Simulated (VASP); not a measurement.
# Hf (Im-3m) in VASP: further runs

The runs below take Hf through relaxation of cell and atoms, with r2SCAN.

Everything below comes from runs of VASP 6.6.1. Logs are shortened: lines on timing, memory, paths and dates and some standing lists are left out, and cuts for length are marked.

## 1. The crystal as given

Symmetry: Im-3m, No. 229, cubic system. The conventional cell has a = 3.297 Å, b = 3.297 Å, c = 3.297 Å, α = 90.00°, β = 90.00°, γ = 90.00°. Hf (site symmetry m-3m) has 8 Hf at 2.86 Å as nearest neighbours.

This isn't the form of Hf at room conditions, which is hcp.

## 2. Relaxation of cell and atoms, r2SCAN, target pressure 30 GPa, at which the enthalpy is minimised

INCAR reads:

```
PREC     = Accurate       # precision mode
ENCUT    = 520            # plane-wave cutoff, eV
EDIFF    = 1E-7           # SCF threshold, eV
ISMEAR   = 0              # smearing method
SIGMA    = 0.1            # smearing width, eV
LREAL    = False          # projectors in reciprocal space
LASPH    = True           # aspherical terms in the spheres
NELM     = 60             # most SCF steps
ALGO     = Normal         # electronic algorithm
ISIF     = 3              # what is computed and relaxed
LWAVE    = False          # write WAVECAR
LCHARG   = False          # write CHGCAR
METAGGA  = R2SCAN         # meta-GGA
LMIXTAU  = True         
IBRION   = 2              # ionic algorithm
NSW      = 80             # ionic steps
EDIFFG   = -0.002         # ionic threshold
PSTRESS  = 300.0
```

KPOINTS reads:

```
Automatic mesh
0
Gamma
  16 16 16
```

POSCAR reads:

```
Hf                                      
1.0
   -1.6485478640      1.6485478640      1.6485478640
    1.6485478640     -1.6485478640      1.6485478640
    1.6485478640      1.6485478640     -1.6485478640
  Hf            
     1
Direct
     0.0000000000000000    0.0000000000000000    0.0000000000000000
```

Potentials or basis: VASP PAW PBE potentials, release 64 (Hf_pv).

Launch:

```
$ cat potpaw_PBE.64/Hf_pv/POTCAR > POTCAR
$ mpirun -np 1 vasp_std > vasp.out
```

OUTCAR:

```text
PREC = Accurate
   ENCUT = 520
   EDIFF = 1E-7
   ISMEAR = 0
   LREAL = False
   LASPH = True
   NELM = 60
   ISIF = 3
   METAGGA = R2SCAN
   IBRION = 2
   NSW = 80
   EDIFFG = -0.002
   PSTRESS = 300.0

 ion  position               nearest neighbor table
   1  0.000  0.000  0.000-

  LATTYP: Found a body centered cubic cell.
 ALAT       =     3.2970957280

  Lattice vectors:

 A1 = (  -1.6485478640,   1.6485478640,   1.6485478640)
 A2 = (   1.6485478640,  -1.6485478640,   1.6485478640)
 A3 = (   1.6485478640,   1.6485478640,  -1.6485478640)

Analysis of symmetry for initial positions (statically):
=====================================================================
 Subroutine PRICEL returns:
 Original cell was already a primitive cell.

 Routine SETGRP: Setting up the symmetry group for a
 body centered cubic supercell.

 Subroutine GETGRP returns: Found 48 space group operations
 (whereof 48 operations were pure point group operations)
 out of a pool of 48 trial point group operations.

The static configuration has the point symmetry O_h .

Analysis of symmetry for dynamics (positions and initial velocities):
=====================================================================
 Subroutine PRICEL returns:
 Original cell was already a primitive cell.

 Routine SETGRP: Setting up the symmetry group for a
 body centered cubic supercell.

 Subroutine GETGRP returns: Found 48 space group operations
 (whereof 48 operations were pure point group operations)
 out of a pool of 48 trial point group operations.

The dynamic configuration has the point symmetry O_h .

 Subroutine INISYM returns: Found 48 space group operations
 (whereof 48 operations are pure point group operations),
 and found     1 'primitive' translations

----------------------------------------------------------------------------------------

                                     Primitive cell

  volume of cell :      17.9211

  direct lattice vectors                    reciprocal lattice vectors
    -1.648547864  1.648547864  1.648547864     0.000000000  0.303297230  0.303297230
     1.648547864 -1.648547864  1.648547864     0.303297230  0.000000000  0.303297230
     1.648547864  1.648547864 -1.648547864     0.303297230  0.303297230  0.000000000

  length of vectors
     2.855368659  2.855368659  2.855368659     0.428927056  0.428927056  0.428927056

  position of ions in fractional coordinates (direct lattice)
     0.000000000  0.000000000  0.000000000

  ion indices of the primitive-cell ions
   primitive index   ion index
                 1           1

----------------------------------------------------------------------------------------

 KPOINTS: Automatic mesh

Automatic generation of k-mesh.
 Grid dimensions read from file:
 generate k-points for:   16   16   16

 Generating k-lattice:

  Cartesian coordinates                     Fractional coordinates (reciprocal lattice)
     0.000000000  0.018956077  0.018956077     0.062500000  0.000000000  0.000000000
     0.018956077  0.000000000  0.018956077     0.000000000  0.062500000  0.000000000
     0.018956077  0.018956077  0.000000000     0.000000000  0.000000000  0.062500000

  Length of vectors
     0.026807941  0.026807941  0.026807941

  Shift w.r.t. Gamma in fractional coordinates (k-lattice)
     0.000000000  0.000000000  0.000000000

 Subroutine IBZKPT returns following result:
 ===========================================

 Found    145 irreducible k-points:

 Following reciprocal coordinates:
            Coordinates               Weight
  0.000000  0.000000  0.000000      1.000000
  0.062500  0.000000  0.000000     12.000000
  0.125000  0.000000  0.000000     12.000000
  0.187500  0.000000  0.000000     12.000000
  0.250000  0.000000  0.000000     12.000000
  0.312500  0.000000  0.000000     12.000000
[... 16 lines left out ...]
  0.187500  0.187500  0.000000     24.000000
  0.250000  0.187500  0.000000     48.000000
 [... further k-points ...]
   k-points           NKPTS =    145   k-points in BZ     NKDIM =    145   number of bands    NBANDS=      9
   number of dos      NEDOS =    301   number of ions     NIONS =      1
   total plane-waves  NPLWV =  13824
   dimension x,y,z NGX =    24 NGY =   24 NGZ =   24
   dimension x,y,z NGXF=    48 NGYF=   48 NGZF=   48
   ions per type =               1
   NGX,Y,Z   is equivalent  to a cutoff of  13.97, 13.97, 13.97 a.u.
   NGXF,Y,Z  is equivalent  to a cutoff of  27.95, 27.95, 27.95 a.u.
 SYSTEM =  unknown system
   PREC   = accura    normal or accurate (medium, high low for compatibility)
   ISTART =      0    job   : 0-new  1-cont  2-samecut
   ICHARG =      2    charge: 1-file 2-atom 10-const
   ISPIN  =      1    spin polarized calculation?
   LNONCOLLINEAR =      F non collinear calculations
   LSORBIT =      F    spin-orbit coupling
   LASPH  =      T    aspherical Exc in radial PAW
   ENCUT  =  520.0 eV  38.22 Ry    6.18 a.u.   5.31  5.31  5.31*2*pi/ulx,y,z
   NELM   =     60;   NELMIN=  2; NELMDL= -5     # of ELM steps
   EDIFF  = 0.1E-06   stopping-criterion for ELM
   LREAL  =      F    real-space projection
   EDIFFG = -.2E-02   stopping-criterion for IOM
   NSW    =     80    number of steps for IOM
   IBRION =      2    ionic relax: 0-MD 1-quasi-New 2-CG
   NFREE  =      1    steps in history (QN), initial steepest desc. (CG)
   ISIF   =      3    stress and relaxation
   ISYM   =      2    0-nonsym 1-usesym 2-fastsym
   POTIM  = 0.5000    time-step for ionic-motion
   TEBEG  =    0.0;   TEEND  =   0.0 temperature during run
   PSTRESS=  300.0 pullay stress
   NELECT =      10.0000    total number of electrons
   NUPDOWN=      -1.0000    fix difference up-down
   EMIN   =  10.00;   EMAX   =-10.00  energy-range for DOS
   EFERMI =   0.00;   METHOD = LEGACY
   ISMEAR =     0;   SIGMA  =   0.10  broadening in eV -4-tet -1-fermi 0-gaus
   EFERMI_NEDOS =   21; number of points for ismear=-14 and -15
   IALGO  =     38    algorithm
   IMIX   =      4    mixing-type and parameters
     AMIX     =   0.40;   BMIX     =  1.00
     AMIX_MAG =   1.60;   BMIX_MAG =  1.00
  volume/ion in A,a.u.               =      17.92       120.94
  Fermi-wavevector in a.u.,A,eV,Ry     =   1.347783  2.546940 24.715238  1.816519
  Thomas-Fermi vector in A             =   2.475505
   LORBIT       =      0    0 simple, 1 ext, 2 COOP (PROOUT), +10 PAW based schemes
   METAGGA = R2SCAN    functional components
   LHFCALC =     F    Hartree Fock is set to
   AEXX    =    0.0000 exact exchange contribution
   IVDW    =     0    specifies the selected vdW correction
   LEPSILON=     F    determine dielectric tensor
   LRPA    =     F    only Hartree local field effects (RPA)
 conjugate gradient relaxation of ions
 non-spin polarized calculation
 Gauss-broadening in eV      SIGMA  =   0.10
  energy-cutoff  :      520.00
  volume of cell :       17.92
 maximum number of plane-waves:       496
 NGX is ok and might be reduce to    24
   NGX = 11   NGY = 11   NGZ = 11

 number of electron      10.0000001 magnetization

 Free energy of the ion-electron system (eV)
  ---------------------------------------------------
  ext. energy  EPLUGINS =         0.00000000
  ---------------------------------------------------
  free energy    TOTEN  =       -44.61027268 eV

  energy without entropy =      -44.60337084  energy(sigma->0) =      -44.60682176

 E-fermi :   6.0595     XC(G=0): -13.3464

 val. band max:        6.0552703597   @ k =  -0.3125   0.3125   0.0625
 cond. band min:       6.0834356060   @ k =   0.2500   0.0625   0.0000
 fundamental gap:      0.0281652463
 Fermi energy:         6.0594661460

 k-point     1 :       0.0000    0.0000    0.0000
  band No.  band energies     occupation
      1     -24.0044      2.00000
      2     -24.0044      2.00000
      3     -24.0044      2.00000
      4      -1.9628      2.00000
      5       7.9712      0.00000
      6       7.9712      0.00000
      7       7.9712      0.00000
      8      11.4721      0.00000
      9      11.4721      0.00000

 k-point     2 :       0.0625    0.0000    0.0000
  band No.  band energies     occupation
      1     -24.0778      2.00000
      2     -24.0252      2.00000
      3     -24.0052      2.00000
      4      -1.7644      2.00000
      5       7.8222      0.00000
      6       7.9114      0.00000
      7       8.1642      0.00000
      8      11.2146      0.00000
      9      11.4627      0.00000

 k-point     3 :       0.1250    0.0000    0.0000
  band No.  band energies     occupation
      1     -24.2826      2.00000
      2     -24.0841      2.00000
      3     -24.0075      2.00000
      4      -1.1999      2.00000
      5       7.4276      0.00000
      6       7.6554      0.00000
      7       8.7357      0.00000
      8      10.7841      0.00000
      9      11.4563      0.00000

 k-point     4 :       0.1875    0.0000    0.0000
  band No.  band energies     occupation
      1     -24.5776      2.00000
      2     -24.1710      2.00000
      3     -24.0109      2.00000
      4      -0.3635      2.00000
      5       6.9020      0.00000
      6       7.1478      0.00000
      7       9.6636      0.00000
      8      10.6612      0.00000
      9      11.5026      0.00000
[... 205 lines left out ...]
 k-point    22 :       0.4375    0.1250    0.0000
  band No.  band energies     occupation
      1     -25.6295      2.00000
      2     -24.6204      2.00000
      3     -24.1150      2.00000
      4       2.3590      2.00000
      5       5.2520      2.00000
      6       7.3670      0.00000
      7      11.2245      0.00000
      8      13.0269      0.00000
      9      16.7129      0.00000

 k-point    23 :       0.1875    0.1875    0.0000
  band No.  band energies     occupation
      1     -25.1873      2.00000
      2     -24.4126      2.00000
      3     -24.1312      2.00000
      4       1.9338      2.00000
      5       5.6027      2.00000
      6       6.1753      0.10143
      7      10.4376      0.00000
      8      12.5765      0.00000
      9      13.0417      0.00000

 k-point    24 :       0.2500    0.1875    0.0000
  band No.  band energies     occupation
      1     -25.3527      2.00000
      2     -24.5543      2.00000
      3     -24.1542      2.00000
      4       2.6443      2.00000
      5       5.3017      2.00000
      6       6.1292      0.32385
      7      10.7611      0.00000
      8      12.6896      0.00000
      9      14.6107      0.00000

 [... further k-points ...]

------------------------ aborting loop because EDIFF is reached ----------------------------------------

  FORCE on cell =-STRESS in cart. coord.  units (eV):
  Direction    XX          YY          ZZ          XY          YZ          ZX
  --------------------------------------------------------------------------------------
  -------------------------------------------------------------------------------------
  Total        3.3554743      3.3554743      3.3554743      0.0000000      0.0000000      0.0000000
  in kB      299.9851959    299.9851959    299.9851959      0.0000000      0.0000000      0.0000000
  external PRESSURE =      -0.0148041 kB  Pullay stress =     300.0000000 kB

 VOLUME and BASIS-vectors are now :
 -----------------------------------------------------------------------------
  energy-cutoff  :      520.00
  volume of cell :       17.92
      direct lattice vectors                 reciprocal lattice vectors
    -1.648547864  1.648547864  1.648547864     0.000000000  0.303297230  0.303297230
     1.648547864 -1.648547864  1.648547864     0.303297230  0.000000000  0.303297230
     1.648547864  1.648547864 -1.648547864     0.303297230  0.303297230  0.000000000

 POSITION                                       TOTAL-FORCE (eV/Angst)
 -----------------------------------------------------------------------------------
      0.00000      0.00000      0.00000         0.000000      0.000000     -0.000000
 -----------------------------------------------------------------------------------
    total drift:                                0.000000      0.000000     -0.000000

  FREE ENERGIE OF THE ION-ELECTRON SYSTEM (eV)
  ---------------------------------------------------
  free  energy   TOTEN  =       -44.6102726755 eV

  energy  without entropy=      -44.6033708385  energy(sigma->0) =      -44.60682176

  enthalpy is  TOTEN    =       -41.2546327995 eV   P V=        3.3556398761

 reached required accuracy - stopping structural energy minimisation
```

Run time: 60 s. Hardware: 1 thread of Intel Xeon Platinum 8488C (Sapphire Rapids), shared host; peak memory 0.16 GiB.

What came out:

```yaml
Free_energy: -44.6103 eV
Pressure_after_relaxing: 30.0 GPa
Band_gap_on_the_k_mesh: none (metal or under the smearing width)
```

Final structure:
```
Hf
1.0
    -1.64855    1.64855    1.64855
     1.64855   -1.64855    1.64855
     1.64855    1.64855   -1.64855
Hf
1
Direct
  0.00000 0.00000 0.00000
```

Caveat: the relaxation stopped at its first step, so nothing moved; the cell is relaxed towards a set pressure, so the enthalpy falls and the energy may rise; the PAW data sets were made with another functional, which shifts forces and pressure a little. Spin-orbit coupling is left out, which matters for the levels of Hf.

## 3. Relaxation of cell and atoms, r2SCAN, target pressure 75 GPa, at which the enthalpy is minimised

This run uses another cell than the first one, of 16.29 Å³/atom, 0.909 times its volume.

INCAR: that of step 2 with these lines changed.

```diff
@@ -17,2 +17,2 @@
 EDIFFG   = -0.002         # ionic threshold
-PSTRESS  = 300.0
+PSTRESS  = 750.0
```

KPOINTS is that of step 2.

POSCAR reads:

```
Hf                                      
1.0
   -1.5969510842      1.5969510842      1.5969510842
    1.5969510842     -1.5969510842      1.5969510842
    1.5969510842      1.5969510842     -1.5969510842
  Hf            
     1
Direct
     0.0000000000000000    0.0000000000000000    0.0000000000000000
```

Potentials or basis: VASP PAW PBE potentials, release 64 (Hf_pv).

Launch:

```
$ cat potpaw_PBE.64/Hf_pv/POTCAR > POTCAR
$ mpirun -np 1 vasp_std > vasp.out
```

Wall time 3.6 min (1 thread of Intel Xeon Platinum 8488C (Sapphire Rapids), shared host); peak memory 0.19 GiB.

It converged, with:

```
Free energy                                            : -43.6613 eV
Relaxed volume                                         : 14.87 Å³/atom
Relaxed cell                                           : a = 2.683 Å, b = 2.683 Å, c = 2.683 Å, α = 109.47°, β = 109.47°, γ = 109.47°
Space group after relaxing (to 0.05 Å)                 : Im-3m (No. 229)
Energy change on relaxing (the enthalpy is what falls) : +547.4 meV/atom
Ionic steps                                            : 5
Pressure after relaxing                                : 75.0 GPa
Band gap on the k mesh                                 : none (metal or under the smearing width)
```

The path:
| step | energy change (eV) | largest force (eV/Å) | pressure (GPa) | volume (Å³) |
| --- | --- | --- | --- | --- |
| 1 | 0.0000 | 0.0000 | 50.00 | 16.29 |
| 2 | 3.8748 | 0.0000 | 232.43 | 11.00 |
| 3 | 0.4730 | 0.0000 | 71.74 | 15.03 |
| 4 | 0.5285 | 0.0000 | 74.18 | 14.91 |
| 5 | 0.5474 | 0.0000 | 74.99 | 14.87 |

Final structure:
```xyz
1
Lattice="-1.5491 1.5491 1.5491 1.5491 -1.5491 1.5491 1.5491 1.5491 -1.5491" Properties=species:S:1:pos:R:3 pbc="T T T"
Hf    0.0000    0.0000    0.0000
```

Levels at points of the mesh, in eV from the Fermi level:
```csv
k point,band 3,band 4,band 5,band 6,band 7,band 8
"(0.00, 0.00, 0.00)",-29.41,-8.42,1.81,1.81,1.81,5.98
"(0.50, 0.00, 0.00)",-29.46,-5.18,-1.61,3.57,6.31,7.74
"(0.50, 0.50, 0.50)",-31.33,-5.25,-5.25,10.57,10.57,10.57
```

Caveat: the cell is relaxed towards a set pressure, so the enthalpy falls and the energy may rise; the PAW data sets were made with another functional, which shifts forces and pressure a little. Spin-orbit coupling is left out, which matters for the levels of Hf.
